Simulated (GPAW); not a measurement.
Crystal: MgB2.

```
Mg B
1.0
     3.08500    0.00000    0.00000
    -1.54250    2.67169    0.00000
     0.00000    0.00000    3.52300
Mg B
1 2
Direct
  0.00000 0.00000 0.00000
  0.66667 0.33333 0.50000
  0.33333 0.66667 0.50000
```

```yaml
Program: GPAW 26.7.0
Task: single point
Functional: PBE
Potentials_or_basis: GPAW PAW data sets (gpaw-data 1.2.1)
Cutoff: 800 eV
Basis: pw
k_mesh: 10 × 10 × 8
Occupations: fermi-dirac, width 0.05 eV
Spin: no spin polarisation
```

On this cell: pressure -1.2 GPa; largest force under 0.003 eV/Å; band gap on the k mesh none (metal or under the smearing width).

The same run follows on a disturbed copy (atoms moved at random, drawn with an rms of 0.05 Å):

```
CELL_PARAMETERS angstrom
3.08500 0.00000 0.00000
-1.54250 2.67169 0.00000
0.00000 0.00000 3.52300
ATOMIC_POSITIONS crystal
Mg 0.01959 0.99359 0.99020
B 0.66441 0.32161 0.49171
B 0.33637 0.66639 0.50926
```

Question: What does the disturbed cell give?

Answer: The energy (extrapolated to zero smearing) moves by +10.9 meV/atom; pressure -0.9 GPa; largest force 0.738 eV/Å; band gap on the k mesh none (metal or under the smearing width).

Forces on the atoms (eV/Å):
```
Mg  -0.284  0.006  0.239
B    0.135  0.151  0.466
B    0.149 -0.158 -0.705
```

Stress tensor (GPa, compression positive):
```
-1.44 -0.01 -0.30
-0.01 -0.56  0.10
-0.30  0.10 -0.65
```
